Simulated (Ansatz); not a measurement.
# Ionic part of the dielectric constant of CaF₂ at 1 GPa, mode by mode

The calculation used DFT PBE, scalar-relativistic, plane waves, PAW in Ansatz 0.2.0. Cutoff 420 eV, 8×8×8 k-points (Γ-centred), fixed occupations. No spin polarisation. Phonons by linear response, acoustic sum rule imposed.

The structure is cubic, space group Fm-3m (No. 225). The conventional cell has a = 5.488 Å, b = 5.488 Å, c = 5.488 Å, α = 90.00°, β = 90.00°, γ = 90.00°. Ca (site symmetry m-3m) is surrounded by 8 F at 2.38 Å. F (site symmetry -43m) has 4 Ca at 2.38 Å as nearest neighbours.

The primitive cell has V = 41.32 Å³ and ε∞,zz = 2.272. Each polar mode adds Δε = (4.92064×10⁷/V)·S/ν² along z, with S its oscillator strength in e²/amu, ν in cm⁻¹ and V in Å³.

Problem. From these modes, find each Δε and ε0,zz.
```json
{"ν (cm⁻¹)": "236.5", "S_zz (e²/amu)": "0.2873"}
```

Solution.
```tsv
ν (cm⁻¹)	Δε
236.5	6.12
```

The sum is 6.117, so ε0,zz = 8.39; the run's tensor has 8.39.

Problem. Where do the longitudinal modes lie for a wave vector along z?

Solution. At 454 cm⁻¹. The Lyddane–Sachs–Teller product Π(ν_LO/ν_TO)² = 3.69 matches ε0/ε∞ = 3.69.

Cost: 1 run of about 1 core-minutes, on Intel Xeon Processor @ 2.50GHz (Skylake/Cascade Lake) (shared hosts).

The static dielectric response of CaF₂ is mainly ionic: a single polar mode contributes 6.12 to a total of 8.39. In this mode the Ca sublattice moves against both F sublattices. The other zone-centre optical vibration, with the two F sublattices moving in opposition, carries no dipole by symmetry. The oscillator strength and the masses imply an effective Ca charge only modestly above the nominal divalent value, so the large ionic term reflects ordinary ionic charges on a fairly soft transverse mode rather than anomalous charge transfer. The macroscopic field of the longitudinal vibration adds a restoring force, raising its frequency to 454 cm⁻¹.

The static constant is clearly higher than that measured for fluorite, although compression should lower it. PBE probably makes the lattice too large and the transverse mode too soft, an error amplified by the inverse-square frequency dependence, while also overestimating the electronic screening. The Lyddane–Sachs–Teller agreement confirms internal consistency, not the accuracy of the force constants.
